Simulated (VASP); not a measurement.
Write the native input for VASP 6.6.1 that does the following.

```
Task                   : relaxation of cell and atoms
Functional             : PBE
Potentials or basis    : VASP PAW PBE potentials, release 64 (Cd, Te)
Cutoff                 : 600 eV
k mesh                 : 8 × 8 × 8
Occupations            : gaussian, width 0.1 eV
Spin                   : no spin polarisation
Dipole correction      : no
Further INCAR settings : ALGO = Fast; EDIFF = 1e-06; IBRION = 2; EDIFFG = -0.01; NSW = 100; ISIF = 3
```

The structure of CdTe4 lies in POSCAR:

```
CdTe4
1.0
    5.8112779592      0.0000000000      0.0000000000
    0.0000000000      5.8112779592      0.0000000000
    0.0000000000      0.0000000000      5.8112779592
Cd Te
1 4
Direct
    0.0000000000      0.0000000000      0.0000000000
    0.0000000000      0.5000000000      0.5000000000
    0.5000000000      0.0000000000      0.5000000000
    0.5000000000      0.5000000000      0.0000000000
    0.5000000000      0.5000000000      0.5000000000
```

The cell was built by a generator and needn't be a form met in nature.

The cell isn't the ideal one: random cell by space group and Wyckoff sites (Pm-3m, No. 221).

The input as run:

INCAR

```
SYSTEM = CdTe4
PREC = Accurate
ENCUT = 600
EDIFF = 1E-6
ISMEAR = 0
SIGMA = 0.1
LREAL = .FALSE.
LASPH = .TRUE.
NELM = 100
ALGO = Fast
ISIF = 3
LWAVE = .FALSE.
LCHARG = .FALSE.
GGA = PE
IBRION = 2
NSW = 100
EDIFFG = -0.01
```

KPOINTS

```
regular mesh
0
G
  8 8 8
  0 0 0
```

Potentials or basis: VASP PAW PBE potentials, release 64 (Cd, Te).

Launch:

```sh
$ cat potpaw_PBE.64/Cd/POTCAR potpaw_PBE.64/Te/POTCAR > POTCAR
$ mpirun -np 1 vasp_std > vasp.out
```

It gave:

```json
{
  "Relaxed volume": "39.00 Å³/atom",
  "Relaxed cell": "a = 5.799 Å, b = 5.799 Å, c = 5.799 Å, α = 90.00°, β = 90.00°, γ = 90.00°",
  "Space group after relaxing (to 0.05 Å)": "Pm-3m (No. 221)",
  "Energy gained by relaxing": "0.1 meV/atom",
  "Ionic steps": "2",
  "Pressure after relaxing": "0.0 GPa",
  "Band gap on the k mesh": "none (metal or under the smearing width)"
}
```

Run time: 100 s on 1 thread of Intel(R) Xeon(R) 6975P-C (Granite Rapids), on a shared host, peak memory 0.45 GiB.
